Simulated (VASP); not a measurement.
# Mo (Im-3m) in VASP: settings compared, part 2 of 2

VASP 6.6.1. Earlier steps stand in the parts before.

## Step 3: Single point, r2SCAN

INCAR

```
SYSTEM = Mo
  PREC = Accurate
  ENCUT = 520
  EDIFF = 1E-6
  ISMEAR = 0
  SIGMA = 0.1
  LREAL = .False.
  LASPH = .True.
  NELM = 60
  ALGO = Normal
  ISIF = 2
  LWAVE = .False.
  LCHARG = .False.
  METAGGA = R2SCAN
  LMIXTAU = .True.
  NBANDS = 13
```

KPOINTS

```
regular mesh
0
Gamma
  18 18 18
  0 0 0
```

POSCAR

```
Mo
1.0
   -1.5656100000      1.5656100000      1.5656100000
    1.5656100000     -1.5656100000      1.5656100000
    1.5656100000      1.5656100000     -1.5656100000
Mo
1
Direct
    1.0000000000      0.0000000000      1.0000000000
```

Potentials or basis: VASP PAW PBE potentials, release 64 (Mo_sv).

On the command line:

```sh
$ cat potpaw_PBE.64/Mo_sv/POTCAR > POTCAR
$ mpirun -np 1 vasp_std > vasp.out
```

OUTCAR:

```text
SYSTEM = Mo
   PREC = Accurate
   ENCUT = 520
   EDIFF = 1E-6
   ISMEAR = 0
   LREAL = .False.
   LASPH = .True.
   NELM = 60
   ISIF = 2
   METAGGA = R2SCAN

 ion  position               nearest neighbor table
   1  0.000  0.000  0.000-

  LATTYP: Found a body centered cubic cell.
 ALAT       =     3.1312200000

  Lattice vectors:

 A1 = (  -1.5656100000,   1.5656100000,   1.5656100000)
 A2 = (   1.5656100000,  -1.5656100000,   1.5656100000)
 A3 = (   1.5656100000,   1.5656100000,  -1.5656100000)

Analysis of symmetry for initial positions (statically):
=====================================================================
 Subroutine PRICEL returns:
 Original cell was already a primitive cell.

 Routine SETGRP: Setting up the symmetry group for a
 body centered cubic supercell.

 Subroutine GETGRP returns: Found 48 space group operations
 (whereof 48 operations were pure point group operations)
 out of a pool of 48 trial point group operations.

The static configuration has the point symmetry O_h .

Analysis of symmetry for dynamics (positions and initial velocities):
=====================================================================
 Subroutine PRICEL returns:
 Original cell was already a primitive cell.

 Routine SETGRP: Setting up the symmetry group for a
 body centered cubic supercell.

 Subroutine GETGRP returns: Found 48 space group operations
 (whereof 48 operations were pure point group operations)
 out of a pool of 48 trial point group operations.

The dynamic configuration has the point symmetry O_h .

 Subroutine INISYM returns: Found 48 space group operations
 (whereof 48 operations are pure point group operations),
 and found     1 'primitive' translations

----------------------------------------------------------------------------------------

                                     Primitive cell

  volume of cell :      15.3501

  direct lattice vectors                    reciprocal lattice vectors
    -1.565610000  1.565610000  1.565610000     0.000000000  0.319364337  0.319364337
     1.565610000 -1.565610000  1.565610000     0.319364337  0.000000000  0.319364337
     1.565610000  1.565610000 -1.565610000     0.319364337  0.319364337  0.000000000

  length of vectors
     2.711716065  2.711716065  2.711716065     0.451649377  0.451649377  0.451649377

  position of ions in fractional coordinates (direct lattice)
     0.000000000  0.000000000  0.000000000

  ion indices of the primitive-cell ions
   primitive index   ion index
                 1           1

----------------------------------------------------------------------------------------

 KPOINTS: regular mesh

Automatic generation of k-mesh.
 Grid dimensions read from file:
 generate k-points for:   18   18   18

 Generating k-lattice:

  Cartesian coordinates                     Fractional coordinates (reciprocal lattice)
     0.000000000  0.017742463  0.017742463     0.055555556  0.000000000  0.000000000
     0.017742463  0.000000000  0.017742463     0.000000000  0.055555556  0.000000000
     0.017742463  0.017742463  0.000000000     0.000000000  0.000000000  0.055555556

  Length of vectors
     0.025091632  0.025091632  0.025091632

  Shift w.r.t. Gamma in fractional coordinates (k-lattice)
     0.000000000  0.000000000  0.000000000

 Subroutine IBZKPT returns following result:
 ===========================================

 Found    195 irreducible k-points:

 Following reciprocal coordinates:
            Coordinates               Weight
  0.000000  0.000000  0.000000      1.000000
  0.055556  0.000000  0.000000     12.000000
  0.111111  0.000000  0.000000     12.000000
  0.166667  0.000000  0.000000     12.000000
  0.222222  0.000000  0.000000     12.000000
  0.277778  0.000000  0.000000     12.000000
[... 16 lines left out ...]
  0.333333  0.111111 -0.000000     48.000000
  0.388889  0.111111 -0.000000     48.000000
 [... further k-points ...]
   k-points           NKPTS =    195   k-points in BZ     NKDIM =    195   number of bands    NBANDS=     13
   number of dos      NEDOS =    301   number of ions     NIONS =      1
   total plane-waves  NPLWV =   8000
   dimension x,y,z NGX =    20 NGY =   20 NGZ =   20
   dimension x,y,z NGXF=    40 NGYF=   40 NGZF=   40
   ions per type =               1
   NGX,Y,Z   is equivalent  to a cutoff of  12.26, 12.26, 12.26 a.u.
   NGXF,Y,Z  is equivalent  to a cutoff of  24.52, 24.52, 24.52 a.u.
 SYSTEM =  Mo
   PREC   = accura    normal or accurate (medium, high low for compatibility)
   ISTART =      0    job   : 0-new  1-cont  2-samecut
   ICHARG =      2    charge: 1-file 2-atom 10-const
   ISPIN  =      1    spin polarized calculation?
   LNONCOLLINEAR =      F non collinear calculations
   LSORBIT =      F    spin-orbit coupling
   LASPH  =      T    aspherical Exc in radial PAW
   ENCUT  =  520.0 eV  38.22 Ry    6.18 a.u.   5.04  5.04  5.04*2*pi/ulx,y,z
   NELM   =     60;   NELMIN=  2; NELMDL= -5     # of ELM steps
   EDIFF  = 0.1E-05   stopping-criterion for ELM
   LREAL  =      F    real-space projection
   EDIFFG = 0.1E-04   stopping-criterion for IOM
   NSW    =      0    number of steps for IOM
   IBRION =     -1    ionic relax: 0-MD 1-quasi-New 2-CG
   NFREE  =      0    steps in history (QN), initial steepest desc. (CG)
   ISIF   =      2    stress and relaxation
   ISYM   =      2    0-nonsym 1-usesym 2-fastsym
   POTIM  = 0.5000    time-step for ionic-motion
   TEBEG  =    0.0;   TEEND  =   0.0 temperature during run
   PSTRESS=    0.0 pullay stress
   NELECT =      14.0000    total number of electrons
   NUPDOWN=      -1.0000    fix difference up-down
   EMIN   =  10.00;   EMAX   =-10.00  energy-range for DOS
   EFERMI =   0.00;   METHOD = LEGACY
   ISMEAR =     0;   SIGMA  =   0.10  broadening in eV -4-tet -1-fermi 0-gaus
   EFERMI_NEDOS =   21; number of points for ismear=-14 and -15
   IALGO  =     38    algorithm
   IMIX   =      4    mixing-type and parameters
     AMIX     =   0.40;   BMIX     =  1.00
     AMIX_MAG =   1.60;   BMIX_MAG =  1.00
  volume/ion in A,a.u.               =      15.35       103.59
  Fermi-wavevector in a.u.,A,eV,Ry     =   1.587623  3.000172 34.294102  2.520545
  Thomas-Fermi vector in A             =   2.686752
   LORBIT       =      0    0 simple, 1 ext, 2 COOP (PROOUT), +10 PAW based schemes
   METAGGA = R2SCAN    functional components
   LHFCALC =     F    Hartree Fock is set to
   AEXX    =    0.0000 exact exchange contribution
   IVDW    =     0    specifies the selected vdW correction
   LEPSILON=     F    determine dielectric tensor
   LRPA    =     F    only Hartree local field effects (RPA)
 non-spin polarized calculation
 Gauss-broadening in eV      SIGMA  =   0.10
  energy-cutoff  :      520.00
  volume of cell :       15.35
 maximum number of plane-waves:       430
   NGX =  9   NGY =  9   NGZ =  9

 number of electron      13.9999998 magnetization

 Free energy of the ion-electron system (eV)
  ---------------------------------------------------
  ext. energy  EPLUGINS =         0.00000000
  ---------------------------------------------------
  free energy    TOTEN  =       -26.07061111 eV

  energy without entropy =      -26.06797787  energy(sigma->0) =      -26.06929449

 E-fermi :  12.8645     XC(G=0): -14.7526

 val. band max:       12.8519440817   @ k =  -0.3889   0.4444   0.2778
 cond. band min:      12.8676669854   @ k =  -0.1667   0.1667   0.1111
 fundamental gap:      0.0157229037
 Fermi energy:        12.8644578906

 k-point     1 :       0.0000    0.0000    0.0000
  band No.  band energies     occupation
      1     -50.3820      2.00000
      2     -22.8076      2.00000
      3     -22.8076      2.00000
      4     -22.8076      2.00000
      5       5.1263      2.00000
      6      11.3877      2.00000
      7      11.3877      2.00000
      8      11.3877      2.00000
      9      14.7892      0.00000
     10      14.7892      0.00000
     11      28.3667      0.00000
     12      28.3667      0.00000
     13      28.3667      0.00000
[... 353 lines left out ...]
 k-point    24 :       0.3889    0.1111   -0.0000
  band No.  band energies     occupation
      1     -50.0669      2.00000
      2     -24.3024      2.00000
      3     -23.3558      2.00000
      4     -22.8906      2.00000
      5       7.5792      2.00000
      6       9.3417      2.00000
      7      12.8504      1.15738
      8      14.6261      0.00000
      9      15.8565      0.00000
     10      18.5908      0.00000
     11      25.4248      0.00000
     12      26.3161      0.00000
     13      30.9926      0.00000

 [... further k-points ...]

------------------------ aborting loop because EDIFF is reached ----------------------------------------

  FORCE on cell =-STRESS in cart. coord.  units (eV):
  Direction    XX          YY          ZZ          XY          YZ          ZX
  --------------------------------------------------------------------------------------
  -------------------------------------------------------------------------------------
  Total        0.6101124      0.6101124      0.6101124      0.0000000      0.0000000      0.0000000
  in kB       63.6809720     63.6809720     63.6809720      0.0000000      0.0000000      0.0000000
  external PRESSURE =      63.6809720 kB  Pullay stress =       0.0000000 kB

 VOLUME and BASIS-vectors are now :
 -----------------------------------------------------------------------------
  energy-cutoff  :      520.00
  volume of cell :       15.35
      direct lattice vectors                 reciprocal lattice vectors
    -1.565610000  1.565610000  1.565610000     0.000000000  0.319364337  0.319364337
     1.565610000 -1.565610000  1.565610000     0.319364337  0.000000000  0.319364337
     1.565610000  1.565610000 -1.565610000     0.319364337  0.319364337  0.000000000

 POSITION                                       TOTAL-FORCE (eV/Angst)
 -----------------------------------------------------------------------------------
      0.00000      0.00000      0.00000         0.000000     -0.000000      0.000000
 -----------------------------------------------------------------------------------
    total drift:                                0.000000     -0.000000      0.000000

  FREE ENERGIE OF THE ION-ELECTRON SYSTEM (eV)
  ---------------------------------------------------
  free  energy   TOTEN  =       -26.0706111148 eV

  energy  without entropy=      -26.0679778740  energy(sigma->0) =      -26.06929449
```

OSZICAR:

```text
N       E                     dE             d eps       ncg     rms          rms(c)
DAV:   1     0.758510710075E+02    0.75851E+02   -0.82678E+03  5112   0.114E+03
DAV:   2    -0.311456516477E+02   -0.10700E+03   -0.10295E+03  5875   0.321E+02
DAV:   3    -0.323771774571E+02   -0.12315E+01   -0.12287E+01  5665   0.346E+01
DAV:   4    -0.323801203313E+02   -0.29429E-02   -0.29428E-02  5770   0.205E+00
DAV:   5    -0.323801396944E+02   -0.19363E-04   -0.19363E-04  5700   0.149E-01    0.188E+01
DAV:   6    -0.252860280695E+02    0.70941E+01   -0.30395E+00  5165   0.227E+01    0.191E+00
DAV:   7    -0.261004676861E+02   -0.81444E+00   -0.13697E-01  5150   0.486E+00    0.183E+00
DAV:   8    -0.255488501728E+02    0.55162E+00   -0.41649E-01  5430   0.826E+00    0.305E+00
DAV:   9    -0.259996049873E+02   -0.45075E+00   -0.14020E-01  5420   0.410E+00    0.118E+00
DAV:  10    -0.260685645170E+02   -0.68960E-01   -0.95482E-03  5160   0.127E+00    0.435E-01
DAV:  11    -0.260706474151E+02   -0.20829E-02   -0.19497E-03  5490   0.547E-01    0.456E-02
DAV:  12    -0.260705603131E+02    0.87102E-04   -0.95189E-05  5245   0.122E-01    0.238E-02
DAV:  13    -0.260706054293E+02   -0.45116E-04   -0.33738E-05  5170   0.773E-02    0.123E-02
DAV:  14    -0.260706013742E+02    0.40551E-05   -0.22512E-05  5275   0.609E-02    0.652E-03
DAV:  15    -0.260706081950E+02   -0.68208E-05   -0.19060E-06  5003   0.179E-02    0.277E-03
DAV:  16    -0.260706116276E+02   -0.34326E-05   -0.40884E-07  2660   0.617E-03    0.768E-04
DAV:  17    -0.260706111148E+02    0.51281E-06   -0.10016E-07  2595   0.316E-03
   1 F= -.26070611E+02 E0= -.26069294E+02  d E =-.263324E-02
```

stdout:

```text
POSCAR found type information on POSCAR Mo
 POSCAR found :  1 types and       1 ions
 scaLAPACK will be used
 -----------------------------------------------------------------------------
|                                                                             |
|                                                                             |
|     You enforced a specific xc type in the INCAR file but a different       |
|     I HOPE YOU KNOW WHAT YOU ARE DOING!                                     |
|                                                                             |
 -----------------------------------------------------------------------------

 LDA part: xc-table for (None), standard interpolation
 POSCAR, INCAR and KPOINTS ok, starting setup
 FFT: planning ... GRIDC
 FFT: planning ... GRID_SOFT
 FFT: planning ... GRID
 WAVECAR not read
 entering main loop
```

Wall time 96 s (1 thread of Intel Xeon Platinum 8488C (Sapphire Rapids), shared host); peak memory 0.15 GiB.

Results:

| Quantity | Value |
| --- | --- |
| Free energy | -26.0706 eV |
| Pressure | 6.4 GPa |
| Band gap on the k mesh | none (metal or under the smearing width) |

Levels at points of the mesh, in eV from the Fermi level:
| k point | band 3 | band 4 | band 5 | band 6 | band 7 | band 8 | band 9 | band 10 | band 11 | band 12 |
| --- | --- | --- | --- | --- | --- | --- | --- | --- | --- | --- |
| (0.00, 0.00, 0.00) | -35.67 | -35.67 | -7.74 | -1.48 | -1.48 | -1.48 | 1.92 | 1.92 | 15.50 | 15.50 |
| (0.50, 0.00, 0.00) | -36.17 | -35.69 | -5.73 | -3.69 | 1.64 | 1.91 | 2.63 | 5.04 | 12.52 | 12.53 |
| (0.50, 0.50, 0.50) | -36.76 | -36.76 | -5.82 | -5.82 | 4.23 | 4.23 | 4.23 | 9.61 | 9.61 | 9.61 |

Caveat: the PAW data sets were made with another functional, which shifts forces and pressure a little.
